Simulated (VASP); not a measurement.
# Sb (R-3m) in VASP: a series of runs, part 2 of 2

VASP 6.6.1. The steps go on from the part before.

### 3 Relaxation of cell and atoms, r2SCAN, target pressure 6.4 GPa, at which the enthalpy is minimised

This run uses another cell than the first one, of 30.21 Å³/atom, 0.972 times its volume.

The input, INCAR:

```
ALGO     = Normal         # electronic algorithm
EDIFF    = 1E-6           # SCF threshold, eV
EDIFFG   = -0.01          # ionic threshold
ENCUT    = 600            # plane-wave cutoff, eV
IBRION   = 2              # ionic algorithm
ISIF     = 3              # what is computed and relaxed
ISMEAR   = 1              # smearing method
LASPH    = T              # aspherical terms in the spheres
LCHARG   = F              # write CHGCAR
LMIXTAU  = T            
LREAL    = F              # projectors in reciprocal space
LWAVE    = F              # write WAVECAR
METAGGA  = R2SCAN         # meta-GGA
NELM     = 80             # most SCF steps
NSW      = 90             # ionic steps
PREC     = Accurate       # precision mode
PSTRESS  = 64.0         
SIGMA    = 0.1            # smearing width, eV
```

The input, KPOINTS:

```
k-points
0
Gamma
  12 12 10
```

The input, POSCAR:

```
Sb
1.0
    2.1542000000      1.2437279499      3.7580000000
   -2.1542000000      1.2437279499      3.7580000000
    0.0000000000     -2.4874558998      3.7580000000
Sb
2
Direct
    0.2334900000      0.2334900000      0.2334900000
    0.7665100000      0.7665100000      0.7665100000
```

Potentials or basis: VASP PAW PBE potentials, release 64 (Sb).

Started as:

```bash
cat potpaw_PBE.64/Sb/POTCAR > POTCAR
mpirun -np 1 vasp_std > vasp.out
```

Wall time 85 min (1 thread of Intel Xeon Platinum 8375C at 2.90GHz (Ice Lake), shared host); peak memory 0.43 GiB.

The run converged. Its results:

| Property | Result |
| --- | --- |
| Free energy | -51.2584 eV |
| Relaxed volume | 27.56 Å³/atom |
| Relaxed cell | a = 4.301 Å, b = 4.301 Å, c = 4.301 Å, α = 59.12°, β = 59.12°, γ = 59.12° |
| Space group after relaxing (to 0.05 Å) | R-3m (No. 166) |
| Energy change on relaxing (the enthalpy is what falls) | +60.3 meV/atom |
| Ionic steps | 11 |
| Pressure after relaxing | 6.4 GPa |
| Largest force after relaxing | 0.004 eV/Å |
| Band gap on the k mesh | none (metal or under the smearing width) |

Forces in eV/Å, atoms in the order of the input:
```
Sb   0.000  0.000 -0.004
Sb   0.000  0.000  0.004
```

The path:
```csv
step,energy change (eV),largest force (eV/Å),pressure (GPa),volume (Å³)
1,0.0000,0.0941,1.81,60.41
2,0.2907,0.8685,12.40,53.16
3,0.0928,0.4598,6.45,56.64
4,0.0975,0.2797,6.47,56.10
5,0.1493,0.0486,7.04,54.47
6,0.1366,0.0085,6.88,54.76
7,0.1339,0.0007,6.85,54.83
8,0.1029,0.0704,5.58,55.61
9,0.1180,0.0343,6.22,55.20
10,0.1195,0.0159,6.33,55.15
11,0.1205,0.0035,6.37,55.12
```

Final structure:
```xyz
2
Lattice="2.1216 1.2249 3.5349 -2.1216 1.2249 3.5349 0.0000 -2.4499 3.5349" Properties=species:S:1:pos:R:3 pbc="T T T"
Sb    0.0000    0.0000    2.5417
Sb    0.0000    0.0000    8.0629
```

Levels at points of the mesh, in eV from the Fermi level:
```
           k point  band 3  band 4  band 5  band 6  band 7  band 8
(0.00, 0.00, 0.00)   -2.19   -2.13   -2.13    2.94    3.31    3.31
(0.50, 0.00, 0.00)   -1.74   -1.53   -0.48   -0.05    0.23    0.56
(0.50, 0.50, 0.00)   -6.37   -4.32   -4.31    1.80    5.92    6.16
(0.50, 0.50, 0.50)   -1.35   -1.35   -0.37   -0.37   -0.01    1.08
```

Caveat: the cell is relaxed towards a set pressure, so the enthalpy falls and the energy may rise; the PAW data sets were made with another functional, which shifts forces and pressure a little.

### 4 Relaxation of cell and atoms, r2SCAN, target pressure 6.4 GPa, at which the enthalpy is minimised

This run uses another cell than the first one, of 27.56 Å³/atom, 0.887 times its volume.

INCAR, as its differences from that of step 3:

```diff
@@ -1,4 +1,4 @@
 ALGO     = Normal         # electronic algorithm
-EDIFF    = 1E-6           # SCF threshold, eV
-EDIFFG   = -0.01          # ionic threshold
+EDIFF    = 1E-7           # SCF threshold, eV
+EDIFFG   = -0.005         # ionic threshold
 ENCUT    = 600            # plane-wave cutoff, eV
```

KPOINTS is that of step 3.

The input, POSCAR:

```
Sb                                      
1.0
    2.1216386977      1.2249286733      3.5348658940
   -2.1216386977      1.2249286733      3.5348658940
    0.0000000000     -2.4498573465      3.5348658940
  Sb            
     2
Direct
     0.2396827498490037    0.2396827498490037    0.2396827498490037
     0.7603172501509964    0.7603172501509964    0.7603172501509964
```

Started as:

```bash
cat potpaw_PBE.64/Sb/POTCAR > POTCAR
mpirun -np 1 vasp_std > vasp.out
```

Run time: 33 min. Hardware: 1 thread of Intel Xeon Platinum 8375C at 2.90GHz (Ice Lake), shared host; peak memory 0.4 GiB.

The run converged. Its results:

| Item | Value |
| --- | --- |
| Free energy | -51.2573 eV |
| Relaxed volume | 27.55 Å³/atom |
| Relaxed cell | a = 4.300 Å, b = 4.300 Å, c = 4.300 Å, α = 59.12°, β = 59.12°, γ = 59.12° |
| Space group after relaxing (to 0.05 Å) | R-3m (No. 166) |
| Energy change on relaxing (the enthalpy is what falls) | +0.5 meV/atom |
| Ionic steps | 3 |
| Pressure after relaxing | 6.4 GPa |
| Band gap on the k mesh | none (metal or under the smearing width) |

The path:
| step | energy change (eV) | largest force (eV/Å) | pressure (GPa) | volume (Å³) |
| --- | --- | --- | --- | --- |
| 1 | 0.0000 | 0.0040 | 6.37 | 55.12 |
| 2 | 0.0015 | 0.0006 | 6.44 | 55.08 |
| 3 | 0.0010 | 0.0011 | 6.41 | 55.10 |

Final structure:
```
Sb
1.0
     2.12136    1.22477    3.53424
    -2.12136    1.22477    3.53424
     0.00000   -2.44954    3.53424
Sb
2
Direct
  0.23967 0.23967 0.23967
  0.76033 0.76033 0.76033
```

Levels at points of the mesh, in eV from the Fermi level:
```csv
k point,band 1,band 2,band 3,band 4,band 5,band 6,band 7,band 8,band 9
"(0.00, 0.00, 0.00)",-13.87,-4.06,-2.20,-2.13,-2.13,2.94,3.32,3.32,5.11
"(0.50, 0.00, 0.00)",-11.03,-10.54,-1.75,-1.53,-0.48,-0.05,0.23,0.56,9.04
"(0.50, 0.50, 0.00)",-11.00,-8.03,-6.37,-4.33,-4.32,1.80,5.92,6.17,8.50
"(0.50, 0.50, 0.50)",-11.55,-10.07,-1.35,-1.35,-0.37,-0.37,-0.01,1.08,8.57
```

Caveat: the cell is relaxed towards a set pressure, so the enthalpy falls and the energy may rise; the PAW data sets were made with another functional, which shifts forces and pressure a little.

### 5 Relaxation of cell and atoms, PBE

This run uses another cell than the first one, of 30.21 Å³/atom, 0.972 times its volume.

The input, INCAR:

```
SYSTEM = Sb
ALGO = Normal
EDIFF = 1E-6
EDIFFG = -0.01
ENCUT = 300
GGA = PE
IBRION = 2
ISIF = 3
ISMEAR = 1
LASPH = .TRUE.
LCHARG = .FALSE.
LREAL = .FALSE.
LWAVE = .FALSE.
NELM = 80
NSW = 90
PREC = Accurate
SIGMA = 0.1
```

The input, KPOINTS:

```
k-points
0
G
  6 6 5
  0 0 0
```

The input, POSCAR:

```
Sb
1.0
    2.1542000000      1.2437279499      3.7580000000
   -2.1542000000      1.2437279499      3.7580000000
    0.0000000000     -2.4874558998      3.7580000000
Sb
2
Direct
    0.2334900000      0.2334900000      0.2334900000
    0.7665100000      0.7665100000      0.7665100000
```

Started as:

```bash
cat potpaw_PBE.64/Sb/POTCAR > POTCAR
mpirun -np 1 vasp_std > vasp.out
```

Wall time 35 s (1 thread of Intel Xeon Platinum 8488C (Sapphire Rapids), shared host); peak memory 0.16 GiB.

Results (log left out):

* Free energy: -8.2774 eV
* Relaxed volume: 31.86 Å³/atom
* Relaxed cell: a = 4.594 Å, b = 4.594 Å, c = 4.594 Å, α = 56.94°, β = 56.94°, γ = 56.94°
* Space group after relaxing (to 0.05 Å): R-3m (No. 166)
* Energy gained by relaxing: 12.8 meV/atom
* Ionic steps: 8
* Pressure after relaxing: 0.0 GPa
* Band gap on the k mesh: none (metal or under the smearing width)

The path:
| step | energy change (eV) | largest force (eV/Å) | pressure (GPa) | volume (Å³) |
| --- | --- | --- | --- | --- |
| 1 | 0.0000 | 0.1934 | 2.79 | 60.41 |
| 2 | -0.0136 | 0.2480 | -1.52 | 65.13 |
| 3 | -0.0242 | 0.0840 | 0.05 | 63.17 |
| 4 | -0.0247 | 0.0587 | 0.04 | 63.29 |
| 5 | -0.0252 | 0.0150 | 0.02 | 63.50 |
| 6 | -0.0253 | 0.0006 | 0.01 | 63.58 |
| 7 | -0.0254 | 0.0003 | 0.01 | 63.64 |
| 8 | -0.0255 | 0.0003 | 0.00 | 63.73 |

Final structure:
```cif
data_structure
_symmetry_space_group_name_H-M 'P 1'
_symmetry_Int_Tables_number 1
_cell_length_a 4.5940
_cell_length_b 4.5940
_cell_length_c 4.5940
_cell_angle_alpha 56.945
_cell_angle_beta 56.945
_cell_angle_gamma 56.945
_cell_volume 63.73
loop_
_atom_site_label
_atom_site_type_symbol
_atom_site_fract_x
_atom_site_fract_y
_atom_site_fract_z
_atom_site_occupancy
Sb1 Sb 0.23272 0.23272 0.23272 1
Sb2 Sb 0.76728 0.76728 0.76728 1
```

Levels at points of the mesh, in eV from the Fermi level:
```tsv
k point	band 1	band 2	band 3	band 4	band 5	band 6	band 7	band 8	band 9
(0.00, 0.00, 0.00)	-12.32	-5.05	-1.92	-1.69	-1.69	1.98	2.60	2.60	5.18
(0.50, 0.00, 0.00)	-10.12	-9.38	-1.86	-1.75	-0.26	-0.21	0.26	0.63	7.47
(0.50, 0.50, 0.00)	-10.14	-7.95	-5.09	-3.49	-3.42	1.67	4.68	5.33	6.49
```

Spin-orbit coupling is left out, which matters for the levels of Sb. PBE usually gives volumes a little too large and moduli too small.

### 6 Relaxation of cell and atoms, PBE

This run uses another cell than the first one, of 31.86 Å³/atom, 1.025 times its volume.

INCAR, as its differences from that of step 5:

```diff
@@ -2,4 +2,4 @@
 ALGO = Normal
-EDIFF = 1E-6
-EDIFFG = -0.01
+EDIFF = 1E-7
+EDIFFG = -0.005
 ENCUT = 300
```

KPOINTS is that of step 5.

The input, POSCAR:

```
Sb                                      
1.0
    2.1901163674      1.2644642743      3.8352658732
   -2.1901163674      1.2644642743      3.8352658732
   -0.0000000000     -2.5289285485      3.8352658732
  Sb            
     2
Direct
     0.2327211414259883    0.2327211414259883    0.2327211414259883
     0.7672788585740117    0.7672788585740117    0.7672788585740117
```

Potentials or basis: VASP PAW PBE potentials, release 64 (Sb).

Started as:

```bash
cat potpaw_PBE.64/Sb/POTCAR > POTCAR
mpirun -np 1 vasp_std > vasp.out
```

It took 9.3 s on 1 thread of Intel Xeon Platinum 8488C (Sapphire Rapids), shared host; peak memory 0.15 GiB.

It converged, with:

```yaml
Free_energy: -8.2776 eV
Pressure_after_relaxing: 0.0 GPa
Band_gap_on_the_k_mesh: none (metal or under the smearing width)
```

Final structure:
```cif
data_structure
_symmetry_space_group_name_H-M 'P 1'
_symmetry_Int_Tables_number 1
_cell_length_a 4.5940
_cell_length_b 4.5940
_cell_length_c 4.5940
_cell_angle_alpha 56.945
_cell_angle_beta 56.945
_cell_angle_gamma 56.945
_cell_volume 63.73
loop_
_atom_site_label
_atom_site_type_symbol
_atom_site_fract_x
_atom_site_fract_y
_atom_site_fract_z
_atom_site_occupancy
Sb1 Sb 0.23272 0.23272 0.23272 1
Sb2 Sb 0.76728 0.76728 0.76728 1
```

Levels at points of the mesh, in eV from the Fermi level:
| k point | band 2 | band 3 | band 4 | band 5 | band 6 | band 7 | band 8 | band 9 |
| --- | --- | --- | --- | --- | --- | --- | --- | --- |
| (0.00, 0.00, 0.00) | -5.05 | -1.92 | -1.69 | -1.69 | 1.98 | 2.60 | 2.60 | 5.18 |
| (0.50, 0.00, 0.00) | -9.38 | -1.86 | -1.75 | -0.26 | -0.21 | 0.26 | 0.63 | 7.47 |
| (0.50, 0.50, 0.00) | -7.95 | -5.09 | -3.49 | -3.42 | 1.66 | 4.68 | 5.33 | 6.49 |

Caveat: the relaxation stopped at its first step, so nothing moved. The run has no spin-orbit coupling, so splittings on Sb are missing.

### 7 Overview

```tsv
level	cell	k mesh	cutoff (eV)	target pressure	gap on the mesh (eV)	pressure (GPa)
rev-vdW-DF2	relaxed	12 × 12 × 10	600	-	none	0.0
r2SCAN	relaxed to 6.4 GPa	12 × 12 × 10	600	6.4 GPa	none	6.4
PBE	relaxed	6 × 6 × 5	300	-	none	0.0
```

Alike in all rows: task relaxation of cell and atoms; potentials or basis VASP PAW PBE potentials, release 64 (Sb); no spin polarisation; smearing methfessel-paxton 0.1 eV.

Caveats: the relaxation stopped at its first step, so nothing moved (some runs); the PAW data sets were made with another functional, which shifts forces and pressure a little (some runs); the cell is relaxed towards a set pressure, so the enthalpy falls and the energy may rise (some runs).

Total energies depend on the potentials used, so only differences within one code and one set of settings carry meaning.
